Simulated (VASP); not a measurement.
# Bi in VASP: work function with PBE

Aim: the work function of Bi with PBE.

All numbers are computed with VASP 6.6.1; they aren't measurements. Logs are shortened: lines on timing, memory, paths and dates and some standing lists are left out, and cuts for length are marked.

### Step 1. The cell of the first run

The cell holds a slab with vacuum, 3 atoms: a = 4.539 Å, b = 4.539 Å, c = 26.829 Å, α = 90.00°, β = 90.00°, γ = 120.00°.

The slab is cut from a database's or a generator's crystal, which needn't be the stable form of the element.

### Step 2. Work function, PBE (the (0 0 1) slab of Bi, cut from the database cell, not relaxed)

Contents of INCAR:

```
ALGO = Normal
DIPOL = 0.5 0.5 0.500
EDIFF = 1E-6
ENCUT = 520
GGA = PE
IDIPOL = 3
ISIF = 2
ISMEAR = 0
LASPH = True
LCHARG = True
LDIPOL = True
LELF = True
LREAL = False
LVACPOTAV = True
LVHAR = True
LWAVE = False
NELM = 60
PREC = Accurate
SIGMA = 0.05
```

Contents of KPOINTS:

```
k-points
0
Gamma
  7 7 1
```

Contents of POSCAR:

```
Bi
1.0
    4.5390002997      0.0000000000      0.0000000000
   -2.2695001498      3.9308895674      0.0000000000
    0.0000000000      0.0000000000     26.8290000000
Bi
3
Direct
    0.3333333333      0.6666666666      0.2795482500
    0.6666666667      0.3333333334      0.5000000000
    0.3333333333      0.6666666666      0.7204517500
```

Potentials or basis: VASP PAW PBE potentials, release 64 (Bi_d).

Launch:

```console
cat potpaw_PBE.64/Bi_d/POTCAR > POTCAR
mpirun -np 1 vasp_std > vasp.out
```

OUTCAR:

```text
EDIFF = 1E-6
   ENCUT = 520
   GGA = PE
   ISIF = 2
   ISMEAR = 0
   LASPH = True
   LREAL = False
   NELM = 60
   PREC = Accurate

 ion  position               nearest neighbor table
   1  0.333  0.667  0.280-
   2  0.667  0.333  0.500-
   3  0.333  0.667  0.720-

  LATTYP: Found a hexagonal cell.
 ALAT       =     4.5390002997
 C/A-ratio  =     5.9107729078

  Lattice vectors:

 A1 = (   4.5390002997,   0.0000000000,   0.0000000000)
 A2 = (  -2.2695001498,   3.9308895674,   0.0000000000)
 A3 = (   0.0000000000,   0.0000000000,  26.8290000000)

Analysis of symmetry for initial positions (statically):
=====================================================================
 Subroutine PRICEL returns:
 Original cell was already a primitive cell.

 Routine SETGRP: Setting up the symmetry group for a
 hexagonal supercell.

 Subroutine GETGRP returns: Found 12 space group operations
 (whereof 12 operations were pure point group operations)
 out of a pool of 24 trial point group operations.

The static configuration has the point symmetry D_3h.

Analysis of symmetry for dynamics (positions and initial velocities):
=====================================================================
 Subroutine PRICEL returns:
 Original cell was already a primitive cell.

 Routine SETGRP: Setting up the symmetry group for a
 hexagonal supercell.

 Subroutine GETGRP returns: Found 12 space group operations
 (whereof 12 operations were pure point group operations)
 out of a pool of 24 trial point group operations.

The dynamic configuration has the point symmetry D_3h.

 Subroutine INISYM returns: Found 12 space group operations
 (whereof 12 operations are pure point group operations),
 and found     1 'primitive' translations

----------------------------------------------------------------------------------------

                                     Primitive cell

  volume of cell :     478.6913

  direct lattice vectors                    reciprocal lattice vectors
     4.539000300  0.000000000  0.000000000     0.220312830  0.127197672  0.000000000
    -2.269500150  3.930889567  0.000000000     0.000000000  0.254395343  0.000000000
     0.000000000  0.000000000 26.829000000     0.000000000  0.000000000  0.037273100

  length of vectors
     4.539000300  4.539000300 26.829000000     0.254395343  0.254395343  0.037273100

  position of ions in fractional coordinates (direct lattice)
     0.333333333  0.666666667  0.279548250
     0.666666667  0.333333333  0.500000000
     0.333333333  0.666666667  0.720451750

  ion indices of the primitive-cell ions
   primitive index   ion index
                 1           1
                 2           2
                 3           3

----------------------------------------------------------------------------------------

 KPOINTS: k-points

Automatic generation of k-mesh.
 Grid dimensions read from file:
 generate k-points for:    7    7    1

 Generating k-lattice:

  Cartesian coordinates                     Fractional coordinates (reciprocal lattice)
     0.031473261  0.018171096  0.000000000     0.142857143 -0.000000000  0.000000000
     0.000000000  0.036342192  0.000000000     0.000000000  0.142857143  0.000000000
     0.000000000  0.000000000  0.037273100     0.000000000  0.000000000  1.000000000

  Length of vectors
     0.036342192  0.036342192  0.037273100

  Shift w.r.t. Gamma in fractional coordinates (k-lattice)
     0.000000000  0.000000000  0.000000000

 Subroutine IBZKPT returns following result:
 ===========================================

 Found      8 irreducible k-points:

 Following reciprocal coordinates:
            Coordinates               Weight
  0.000000  0.000000  0.000000      1.000000
  0.142857 -0.000000  0.000000      6.000000
  0.285714 -0.000000  0.000000      6.000000
  0.428571 -0.000000  0.000000      6.000000
  0.142857  0.142857  0.000000      6.000000
  0.285714  0.142857  0.000000     12.000000
  0.428571  0.142857  0.000000      6.000000
  0.285714  0.285714  0.000000      6.000000
   k-points           NKPTS =      8   k-points in BZ     NKDIM =      8   number of bands    NBANDS=     27
   number of dos      NEDOS =    301   number of ions     NIONS =      3
   total plane-waves  NPLWV = 259200
   dimension x,y,z NGX =    36 NGY =   36 NGZ =  200
   dimension x,y,z NGXF=    72 NGYF=   72 NGZF=  400
   ions per type =               3
   NGX,Y,Z   is equivalent  to a cutoff of  13.19, 13.19, 12.39 a.u.
   NGXF,Y,Z  is equivalent  to a cutoff of  26.37, 26.37, 24.79 a.u.
 SYSTEM =  unknown system
   PREC   = accura    normal or accurate (medium, high low for compatibility)
   ISTART =      0    job   : 0-new  1-cont  2-samecut
   ICHARG =      2    charge: 1-file 2-atom 10-const
   ISPIN  =      1    spin polarized calculation?
   LNONCOLLINEAR =      F non collinear calculations
   LSORBIT =      F    spin-orbit coupling
   LASPH  =      T    aspherical Exc in radial PAW
   ENCUT  =  520.0 eV  38.22 Ry    6.18 a.u.   8.44  8.44 49.88*2*pi/ulx,y,z
   NELM   =     60;   NELMIN=  2; NELMDL= -5     # of ELM steps
   EDIFF  = 0.1E-05   stopping-criterion for ELM
   LREAL  =      F    real-space projection
   EDIFFG = 0.1E-04   stopping-criterion for IOM
   NSW    =      0    number of steps for IOM
   IBRION =     -1    ionic relax: 0-MD 1-quasi-New 2-CG
   NFREE  =      0    steps in history (QN), initial steepest desc. (CG)
   ISIF   =      2    stress and relaxation
   ISYM   =      2    0-nonsym 1-usesym 2-fastsym
   POTIM  = 0.5000    time-step for ionic-motion
   TEBEG  =    0.0;   TEEND  =   0.0 temperature during run
   PSTRESS=    0.0 pullay stress
   NELECT =      45.0000    total number of electrons
   NUPDOWN=      -1.0000    fix difference up-down
   EMIN   =  10.00;   EMAX   =-10.00  energy-range for DOS
   EFERMI =   0.00;   METHOD = LEGACY
   ISMEAR =     0;   SIGMA  =   0.05  broadening in eV -4-tet -1-fermi 0-gaus
   EFERMI_NEDOS =   21; number of points for ismear=-14 and -15
   IALGO  =     38    algorithm
   IMIX   =      4    mixing-type and parameters
     AMIX     =   0.40;   BMIX     =  1.00
     AMIX_MAG =   1.60;   BMIX_MAG =  1.00
  volume/ion in A,a.u.               =     159.56      1076.79
  Fermi-wavevector in a.u.,A,eV,Ry     =   0.744379  1.406671  7.538979  0.554099
  Thomas-Fermi vector in A             =   1.839716
   LORBIT       =      0    0 simple, 1 ext, 2 COOP (PROOUT), +10 PAW based schemes
   GGA     = PE    functional components
   LHFCALC =     F    Hartree Fock is set to
   AEXX    =    0.0000 exact exchange contribution
   IVDW    =     0    specifies the selected vdW correction
   LEPSILON=     F    determine dielectric tensor
   LRPA    =     F    only Hartree local field effects (RPA)
 non-spin polarized calculation
 Gauss-broadening in eV      SIGMA  =   0.05
  energy-cutoff  :      520.00
  volume of cell :      478.69
 maximum number of plane-waves:     13005
 NGX is ok and might be reduce to    36
   NGX = 17   NGY = 17   NGZ = 99

 number of electron      44.9999995 magnetization

 dipolmoment           0.000000      0.000000      0.000000 electrons x Angstroem

 Free energy of the ion-electron system (eV)
  ---------------------------------------------------
  ext. energy  EPLUGINS =         0.00000000
  ---------------------------------------------------
  free energy    TOTEN  =        -4.86291857 eV

  energy without entropy =       -4.85130072  energy(sigma->0) =       -4.85710964

 E-fermi :  -2.2991     XC(G=0):  -3.7099

 val. band max:       -2.3647427847   @ k =   0.2857  -0.0000   0.0000
 cond. band min:      -2.2944795051   @ k =   0.2857   0.1429   0.0000
 fundamental gap:      0.0702632796
 Fermi energy:        -2.2990637333

 k-point     1 :       0.0000    0.0000    0.0000
  band No.  band energies     occupation
      1     -25.1674      2.00000
      2     -25.1674      2.00000
      3     -25.1674      2.00000
      4     -25.1674      2.00000
      5     -25.1603      2.00000
      6     -25.1603      2.00000
[... 19 lines left out ...]
     26      -0.8987      0.00000
     27      -0.8987      0.00000

 k-point     2 :       0.1429   -0.0000    0.0000
  band No.  band energies     occupation
      1     -25.1674      2.00000
      2     -25.1674      2.00000
      3     -25.1661      2.00000
      4     -25.1661      2.00000
      5     -25.1603      2.00000
      6     -25.1589      2.00000
[... 19 lines left out ...]
     26      -1.0602      0.00000
     27      -1.0458      0.00000

 k-point     3 :       0.2857   -0.0000    0.0000
  band No.  band energies     occupation
      1     -25.1674      2.00000
      2     -25.1674      2.00000
      3     -25.1630      2.00000
      4     -25.1630      2.00000
      5     -25.1603      2.00000
      6     -25.1559      2.00000
[... 19 lines left out ...]
     26      -1.3575      0.00000
     27      -1.3407      0.00000

 k-point     4 :       0.4286   -0.0000    0.0000
  band No.  band energies     occupation
      1     -25.1675      2.00000
      2     -25.1675      2.00000
      3     -25.1606      2.00000
      4     -25.1606      2.00000
      5     -25.1604      2.00000
      6     -25.1534      2.00000
[... 19 lines left out ...]
     26      -1.5677      0.00000
     27      -1.5496      0.00000

 k-point     5 :       0.1429    0.1429    0.0000
  band No.  band energies     occupation
      1     -25.1671      2.00000
      2     -25.1671      2.00000
      3     -25.1642      2.00000
      4     -25.1642      2.00000
      5     -25.1599      2.00000
      6     -25.1571      2.00000
[... 19 lines left out ...]
     26      -1.4321      0.00000
     27      -1.4181      0.00000

 k-point     6 :       0.2857    0.1429    0.0000
  band No.  band energies     occupation
      1     -25.1666      2.00000
      2     -25.1666      2.00000
      3     -25.1620      2.00000
      4     -25.1620      2.00000
      5     -25.1595      2.00000
      6     -25.1548      2.00000
[... 19 lines left out ...]
     26      -1.9002      0.00000
     27      -1.8837      0.00000

 k-point     7 :       0.4286    0.1429    0.0000
  band No.  band energies     occupation
      1     -25.1664      2.00000
      2     -25.1664      2.00000
      3     -25.1609      2.00000
      4     -25.1609      2.00000
      5     -25.1593      2.00000
      6     -25.1538      2.00000
[... 19 lines left out ...]
     26      -2.0718      0.00000
     27      -2.0631      0.00000

 k-point     8 :       0.2857    0.2857    0.0000
  band No.  band energies     occupation
      1     -25.1646      2.00000
      2     -25.1646      2.00000
      3     -25.1623      2.00000
      4     -25.1623      2.00000
      5     -25.1575      2.00000
      6     -25.1551      2.00000
[... 19 lines left out ...]
     26      -2.1030      0.00000
     27      -2.0618      0.00000

------------------------ aborting loop because EDIFF is reached ----------------------------------------

  FORCE on cell =-STRESS in cart. coord.  units (eV):
  Direction    XX          YY          ZZ          XY          YZ          ZX
  --------------------------------------------------------------------------------------
  -------------------------------------------------------------------------------------
  Total       -9.5828751     -9.5828751     -0.4301479     -0.0000000      0.0000000      0.0000000
  in kB      -32.0738336    -32.0738336     -1.4397027     -0.0000000      0.0000000      0.0000000
  external PRESSURE =     -21.8624566 kB  Pullay stress =       0.0000000 kB

 VOLUME and BASIS-vectors are now :
 -----------------------------------------------------------------------------
  energy-cutoff  :      520.00
  volume of cell :      478.69
      direct lattice vectors                 reciprocal lattice vectors
     4.539000300  0.000000000  0.000000000     0.220312830  0.127197672  0.000000000
    -2.269500150  3.930889567  0.000000000     0.000000000  0.254395343  0.000000000
     0.000000000  0.000000000 26.829000000     0.000000000  0.000000000  0.037273100

 POSITION                                       TOTAL-FORCE (eV/Angst)
 -----------------------------------------------------------------------------------
      0.00000      2.62059      7.50000        -0.000000     -0.000000      0.032765
      2.26950      1.31030     13.41450        -0.000000     -0.000000      0.000000
      0.00000      2.62059     19.32900         0.000000      0.000000     -0.032765
 -----------------------------------------------------------------------------------
    total drift:                                0.000000      0.000000     -0.000000

  FREE ENERGIE OF THE ION-ELECTRON SYSTEM (eV)
  ---------------------------------------------------
  free  energy   TOTEN  =        -4.8629185707 eV

  energy  without entropy=       -4.8513007175  energy(sigma->0) =       -4.85710964

 vacuum level on the upper side and lower side of the slab         2.483         2.483
```

It took 70 s on 1 thread of Intel Xeon 6975P-C (Granite Rapids), shared host; peak memory 0.56 GiB.

Results:

| Item | Value |
| --- | --- |
| Free energy | -4.8629 eV |
| Largest force | 0.033 eV/Å |
| Band gap on the k mesh | none (metal or under the smearing width) |
| Work function of the upper face | 4.78 eV |
| Work function of the lower face | 4.78 eV |

Forces in eV/Å, atoms in the order of the input:
```
Bi   0.000  0.000  0.033
Bi   0.000  0.000  0.000
Bi   0.000  0.000 -0.033
```

Levels at points of the mesh, in eV from the Fermi level:
```
           k point  band 17  band 18  band 19  band 20  band 21  band 22  band 23  band 24  band 25  band 26
(0.00, 0.00, 0.00)   -10.34   -10.33    -0.78    -0.62    -0.43     1.39     1.39     1.39     1.39     1.40
```

Caveat: spin-orbit coupling is left out, which moves the levels of the heavy elements.
